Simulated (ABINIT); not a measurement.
**NaCl (Fm-3m): G0W0 in ABINIT against the screening cutoff in the self-energy**

How does the gap of NaCl (Fm-3m) converge in the screening cutoff in the self-energy?

Program: ABINIT 10.8.3. Level of theory: PBE and many-body steps on it, plane waves. Results are calculated unless marked as measured.

Report form: the programs' logs are mostly left out.

The database entry behind the starting cell differs from later determinations by our own check (an axis about 0.4 % short against later determinations), so it need not match the best structure at ambient conditions.

### Step 1. Starting point

It takes space group Fm-3m (No. 225, cubic). The conventional cell has a = 5.620 Å, b = 5.620 Å, c = 5.620 Å, α = 90.00°, β = 90.00°, γ = 90.00°. Na has 6 Cl at 2.81 Å nearest. Nearest to Cl lie 6 Na at 2.81 Å. Farther neighbours and most contacts between anions are not listed.

The cell and positions come from the Crystallography Open Database and are kept as given unless a step says otherwise.

### Step 2. Screening, 4×4×4 mesh, 293 bands, screening to 272.1 eV

This step: ABINIT 10.8.3; RPA screening on PBE, plane waves, norm-conserving pseudopotentials.

The RPA dielectric matrix is built and inverted for each q.

The input, run.abi:

```
acell 3*1.0 Angstrom
rprim 
  0.000000000000 2.810000000000 2.810000000000
  2.810000000000 0.000000000000 2.810000000000
  2.810000000000 2.810000000000 0.000000000000
ntypat 2
znucl 11 17
natom 2
typat 1 2
xred 
  0.000000000000 0.000000000000 0.000000000000
  0.500000000000 0.500000000000 0.500000000000
pp_dirpath "pseudos"
pseudos "Na.upf, Cl.upf"
ecut 38
ngkpt 4 4 4
nshiftk 1
shiftk 0 0 0
kptopt 1
chksymbreak 0
istwfk *1
occopt 1
irdwfk 1
optdriver 3
nband 293
ecuteps 10
inclvkb 2
awtr 1
symchi 1
indata_prefix "in"
outdata_prefix "out"
tmpdata_prefix "tmp"
```

Launch:

```sh
> OMP_NUM_THREADS=1 mpirun -n 4 abinit run.abi > log
```

Wall time 1.8 min (4 MPI ranks of Arm Neoverse V1, shared host); peak memory 1.8 GiB.

Numbers from this step:

- ε∞ with local fields, on this mesh, along the program's q direction: 2.385
- the same without local fields: 2.801
- plasma frequency: 22.30 eV
- plane waves in the screening matrix: 459

Local fields lower ε∞ by 15 %. On a Γ-centred mesh this coarse the value itself is usually too large, while a short band sum pulls it down.

### Step 3. 1 Ha

This step: G0W0 on PBE, plane waves, norm-conserving pseudopotentials.

Edit run.abi of step 2 so:

```diff
@@ -23,8 +23,15 @@
 irdwfk 1
-optdriver 3
+optdriver 4
 nband 293
-ecuteps 10
-inclvkb 2
-awtr 1
-symchi 1
+gwcalctyp 0
+ecutsigx 38
+symsigma 1
+nkptgw 1
+kptgw 
+  0.0000000000 0.0000000000 0.0000000000
+bdgw 
+  6 12
+ecuteps 1
+irdscr 1
+ppmodel 1
 indata_prefix "in"
```

Wall time 3.5 s (4 MPI ranks); peak memory 0.74 GiB.

This step gave:

- G0W0 gap on the points computed: 7.781 eV
- starting gap on the mesh: 5.150 eV
- k of the valence top: 0, 0, 0
- k of the conduction bottom: 0, 0, 0
- Z at the valence top: 0.845
- Z at the conduction bottom: 0.872
- least direct G0W0 gap on the computed points: 7.781 eV

### Step 4. 2 Ha

Edit run.abi of step 3 so:

```diff
@@ -33,3 +33,3 @@
   6 12
-ecuteps 1
+ecuteps 2
 irdscr 1
```

Elapsed: 3.9 s, on 4 MPI ranks; peak memory 0.71 GiB.

Numbers from this step:

- G0W0 gap on the points computed: 7.807 eV
- starting gap on the mesh: 5.150 eV
- k of the valence top: 0, 0, 0
- k of the conduction bottom: 0, 0, 0
- Z at the valence top: 0.823
- Z at the conduction bottom: 0.867
- least direct G0W0 gap on the computed points: 7.807 eV

### Step 5. 3.5 Ha

The self-energy is evaluated for the states that the input lists, and the levels follow from it, in one-shot runs by the linearised quasiparticle equation.

Edit run.abi of step 4 so:

```diff
@@ -33,3 +33,3 @@
   6 12
-ecuteps 2
+ecuteps 3.5
 irdscr 1
```

The job ended after 5.3 s (4 MPI ranks; peak memory 0.69 GiB).

This step gave:

```yaml
g0w0_gap_on_the_points_computed: 7.936 eV
starting_gap_on_the_mesh: 5.150 eV
k_of_the_valence_top: 0, 0, 0
k_of_the_conduction_bottom: 0, 0, 0
least_direct_g0w0_gap_on_the_computed_points: 7.936 eV
```

The gap on the mesh goes from 5.15 eV to 7.94 eV, a correction of +2.79 eV.

### Step 6. 5 Ha

Edit run.abi of step 5 so:

```diff
@@ -33,3 +33,3 @@
   6 12
-ecuteps 3.5
+ecuteps 5
 irdscr 1
```

Wall time 9.6 s (4 MPI ranks); peak memory 1.5 GiB.

Numbers from this step:

| Quantity | Value |
| --- | --- |
| G0W0 gap on the points computed | 8.076 eV |
| starting gap on the mesh | 5.150 eV |
| k of the valence top | 0, 0, 0 |
| k of the conduction bottom | 0, 0, 0 |
| least direct G0W0 gap on the computed points | 8.076 eV |

Against the run before, the gap moves by +0.140 eV.

### Step 7. 7.5 Ha

Edit run.abi of step 6 so:

```diff
@@ -33,3 +33,3 @@
   6 12
-ecuteps 5
+ecuteps 7.5
 irdscr 1
```

Elapsed: 20 s, on 4 MPI ranks; peak memory 1.6 GiB; 78 s of CPU time.

This step gave:

```yaml
g0w0_gap_on_the_points_computed: 8.132 eV
starting_gap_on_the_mesh: 5.150 eV
k_of_the_valence_top: 0, 0, 0
k_of_the_conduction_bottom: 0, 0, 0
least_direct_g0w0_gap_on_the_computed_points: 8.132 eV
```

Against the run before, the gap moves by +0.056 eV.

### Step 8. 10 Ha

Edit run.abi of step 7 so:

```diff
@@ -33,3 +33,3 @@
   6 12
-ecuteps 7.5
+ecuteps 10
 irdscr 1
```

The job ended after 43 s (4 MPI ranks; peak memory 2.1 GiB; 2.9 min of CPU time).

This step gave:

| Quantity | Value |
| --- | --- |
| G0W0 gap on the points computed | 8.159 eV |
| starting gap on the mesh | 5.150 eV |
| k of the valence top | 0, 0, 0 |
| k of the conduction bottom | 0, 0, 0 |
| least direct G0W0 gap on the computed points | 8.159 eV |

Against the run before, the gap moves by +0.027 eV.

### Step 9. The runs together

Times are wall times on 4 MPI ranks of Arm Neoverse V1, shared host, good to a factor of about two. A run's time includes the screening step that it read.

| run | mesh | bands | screening cutoff (eV) | DFT gap (eV) | gap on the mesh (eV) | direct (eV) | ε∞ used | time |
| --- | --- | --- | --- | --- | --- | --- | --- | --- |
| 1 Ha | 4×4×4 | 293 | 27.2 | 5.150 | 7.781 | 7.781 | 2.38 | 1.9 min |
| 2 Ha | 4×4×4 | 293 | 54.4 | 5.150 | 7.807 | 7.807 | 2.38 | 1.9 min |
| 3.5 Ha | 4×4×4 | 293 | 95.2 | 5.150 | 7.936 | 7.936 | 2.38 | 1.9 min |
| 5 Ha | 4×4×4 | 293 | 136.1 | 5.150 | 8.076 | 8.076 | 2.38 | 2 min |
| 7.5 Ha | 4×4×4 | 293 | 204.1 | 5.150 | 8.132 | 8.132 | 2.38 | 2.1 min |
| 10 Ha | 4×4×4 | 293 | 272.1 | 5.150 | 8.159 | 8.159 | 2.38 | 2.5 min |

### Step 10. What came out

| Item | Value |
| --- | --- |
| 1 Ha | 7.781 eV |
| 2 Ha | 7.807 eV |
| 3.5 Ha | 7.936 eV |
| 5 Ha | 8.076 eV |
| 7.5 Ha | 8.132 eV |
| 10 Ha | 8.159 eV |
| known limits | not at the basis limit; coarse k mesh |

What this shows: The setting moved: screening cutoff in the self-energy. From 1 Ha to 10 Ha the gap moves by +0.38 eV. The last step still moves it by +0.027 eV. Bands and screening cutoff are coupled, so a series along one setting does not show full convergence. Bands and cutoff are finite, so the gap is not at the basis limit. The miss can reach some tenths of an eV and take either sign; the mesh is an error of its own. In the G0W0 runs levels were corrected at 1 k point alone, so a gap called «on the mesh» is the least over those, and an edge elsewhere would be missed. The 4×4×4 mesh is coarse for this cell, which bears on the long-range parts of exchange and screening.

[Paths, hosts, dates, memory and timing lines, banners, echoed tables and standing remarks are left out of the program output.]

[Logs are printed without paths, hosts, clocks, repeated set-up lines and the standing remarks that a program may print on its own settings, such as how far it seeks lower states.]

[Runs of the session that timed out or met a known fault of the program may be left out.]

[Hosts, paths, dates, database ids (printed as entryN), source tags and the programs' standing remarks are cut or masked in the printed files.]

[G0W0 gaps are taken among the corrected bands and points alone; a level outside them can change the order at an edge.]

[Where Ansatz stands beside ABINIT at settings called matched, ABINIT's density can come from a denser mesh and the files from another edition; pairs whose starting gaps differed by over 0.03 eV were left out, so agreement reads better than it is.]
